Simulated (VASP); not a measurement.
**A VASP 6.6.1 single-point calculation on LiCl**

INCAR

```
ISIF = 2
ENCUT = 520
EDIFF = 1E-7
ISMEAR = -1
GGA = PE
ADDGRID = .TRUE.
NELM = 53
SIGMA = 0.02
LWAVE = .FALSE.
NBANDS = 18
IBRION = -1
NSW = 0
LREAL = .TRUE.
PREC = Accurate
LASPH = .TRUE.
LCHARG = .FALSE.
```

KPOINTS

```
KPOINTS created by Atomic Simulation Environment
0
Gamma
12 12 4
0 0 0
```

POSCAR

```
Li Cl
 1.0000000000000000
     3.9915386861783131    0.0000000000000000    0.0000000000000000
    -1.9957693430891565    3.4567739024187816    0.0000000000000000
     0.0000000000000000    0.0000000000000000    6.3800688566000003
 Li  Cl
   2   2
Cartesian
 -0.0000000000000000  2.3045159349458544 -0.0199509327655252
  1.9957693430891563  1.1522579674729272  3.1700834955344752
 -0.0000000000000000  2.3045159349458544  2.4124767539905254
  1.9957693430891563  1.1522579674729272  5.6025111822905256
```

The recommended PBE PAW datasets give the neutral cell 20 valence electrons.

Command

```
mpirun -np 1 vasp_std
```

OSZICAR

```
N       E                     dE             d eps       ncg     rms          rms(c)
DAV:   1     0.132361269003E+03    0.13236E+03   -0.87016E+03  2052   0.105E+03
DAV:   2     0.976789302288E+00   -0.13138E+03   -0.12632E+03  2516   0.232E+02
DAV:   3    -0.145441192240E+02   -0.15521E+02   -0.15449E+02  3518   0.689E+01
DAV:   4    -0.150551885155E+02   -0.51107E+00   -0.50895E+00  3052   0.139E+01
DAV:   5    -0.150892935932E+02   -0.34105E-01   -0.34097E-01  3224   0.286E+00    0.326E+00
DAV:   6    -0.148193572771E+02    0.26994E+00   -0.48036E-01  2464   0.322E+00    0.242E+00
DAV:   7    -0.148261691388E+02   -0.68119E-02   -0.15388E-01  2822   0.179E+00    0.148E+00
DAV:   8    -0.148520573289E+02   -0.25888E-01   -0.29498E-02  2284   0.112E+00    0.284E-01
DAV:   9    -0.148522640896E+02   -0.20676E-03   -0.13456E-03  3034   0.235E-01    0.965E-02
DAV:  10    -0.148537075102E+02   -0.14434E-02   -0.16947E-03  2190   0.232E-01    0.344E-02
DAV:  11    -0.148537240466E+02   -0.16536E-04   -0.28723E-05  2920   0.349E-02    0.668E-03
DAV:  12    -0.148537375938E+02   -0.13547E-04   -0.12397E-05  2228   0.210E-02    0.459E-03
DAV:  13    -0.148537379117E+02   -0.31792E-06   -0.68247E-07  2964   0.465E-03    0.122E-03
DAV:  14    -0.148537378157E+02    0.96011E-07   -0.40187E-08  2080   0.158E-03
   1 F= -.14853738E+02 E0= -.14853738E+02  d E =-.289091E-12
```

From OUTCAR

```
k-points           NKPTS =     57   k-points in BZ     NKDIM =     57   number of bands    NBANDS=     18

   NELECT =      20.0000    total number of electrons

   dimension x,y,z NGX =    30 NGY =   30 NGZ =   48
   dimension x,y,z NGXF=    60 NGYF=   60 NGZF=   96

  energy-cutoff  :      520.00
  volume of cell :       88.03
      direct lattice vectors                 reciprocal lattice vectors
     3.991538686  0.000000000  0.000000000     0.250529953  0.144643536  0.000000000
    -1.995769343  3.456773902  0.000000000     0.000000000  0.289287072  0.000000000
     0.000000000  0.000000000  6.380068857     0.000000000  0.000000000  0.156738120

 k-points in reciprocal lattice and weights: KPOINTS created by Atomic Simulation Env
   0.00000000  0.00000000  0.00000000       0.002
   0.08333333  0.00000000  0.00000000       0.010
   0.16666667  0.00000000  0.00000000       0.010
   0.25000000  0.00000000  0.00000000       0.010
   0.33333333 -0.00000000  0.00000000       0.010
   0.41666667 -0.00000000  0.00000000       0.010
   0.50000000  0.00000000  0.00000000       0.005
   0.08333333  0.08333333  0.00000000       0.010
   ...

 E-fermi :  -1.0266

 k-point     1 :       0.0000    0.0000    0.0000
  band No.  band energies     occupation
      1     -44.5774      2.00000
      2     -44.5762      2.00000
      3     -14.1414      2.00000
      4     -13.8735      2.00000
      5      -3.3862      2.00000
      6      -1.8764      2.00000
      7      -1.8764      2.00000
      8      -1.5807      2.00000
      9      -1.5807      2.00000
     10      -1.5055      2.00000
     11       4.2752      0.00000
     12       6.5256      0.00000
     13       8.3682      0.00000
     14       8.3682      0.00000
     15       8.8739      0.00000
     16       9.1002      0.00000
     17       9.2551      0.00000
     18       9.2551      0.00000

 k-point     2 :       0.0833    0.0000    0.0000
  band No.  band energies     occupation
      1     -44.5774      2.00000
      2     -44.5763      2.00000
      3     -14.1281      2.00000
      4     -13.8679      2.00000
      5      -3.3522      2.00000
      6      -1.9705      2.00000
      7      -1.9142      2.00000
      8      -1.6897      2.00000
      9      -1.5945      2.00000
     10      -1.5244      2.00000
     11       4.4352      0.00000
     12       6.6800      0.00000
     13       8.3010      0.00000
     14       8.4773      0.00000
     15       8.7813      0.00000
     16       8.9783      0.00000
     17       9.3841      0.00000
     18       9.3927      0.00000

 k-point     3 :       0.1667    0.0000    0.0000
  band No.  band energies     occupation
      1     -44.5772      2.00000
      2     -44.5762      2.00000
      3     -14.0906      2.00000
      4     -13.8530      2.00000
      5      -3.2544      2.00000
      6      -2.2238      2.00000
      7      -2.0107      2.00000
      8      -1.9542      2.00000
      9      -1.6361      2.00000
     10      -1.5815      2.00000
     11       4.8501      0.00000
     12       7.0411      0.00000
     13       8.1536      0.00000
     14       8.3342      0.00000
     15       8.7337      0.00000
     16       9.1735      0.00000
     17       9.4345      0.00000
     18       9.7376      0.00000

 ...

  Total       -0.5393762     -0.5393762     -0.6126993      0.0000000      0.0000000      0.0000000
  in kB       -9.8167033     -9.8167033    -11.1511917      0.0000000      0.0000000      0.0000000
  external PRESSURE =     -10.2615328 kB  Pullay stress =       0.0000000 kB

 POSITION                                       TOTAL-FORCE (eV/Angst)
 -----------------------------------------------------------------------------------
      0.00000      2.30452      6.36012         0.000000      0.000000     -0.003892
      1.99577      1.15226      3.17008        -0.000000      0.000000     -0.003892
      0.00000      2.30452      2.41248         0.000000     -0.000000      0.003892
      1.99577      1.15226      5.60251        -0.000000      0.000000      0.003892
 -----------------------------------------------------------------------------------
    total drift:                               -0.000000     -0.000000     -0.378436

  FREE ENERGIE OF THE ION-ELECTRON SYSTEM (eV)
  ---------------------------------------------------
  free  energy   TOTEN  =       -14.8537378157 eV

  energy  without entropy=      -14.8537378157  energy(sigma->0) =      -14.85373782
```

It converged. Results: gap between bands v and c on the k mesh 5.78 eV; least direct gap on the k mesh 5.78 eV; pressure -1.0 GPa. Band v is the last that the valence electrons fill when counted band by band, and c is the next.

For comparison, a separate PBE run of the intended cell, on usual settings and not on those above, gives a gap of 5.78 eV on its mesh and a pressure of -1.1 GPa.

The run above took about 89 s on one core of a shared host (Intel Xeon Platinum 8488C) and held 0.26 GiB at most.
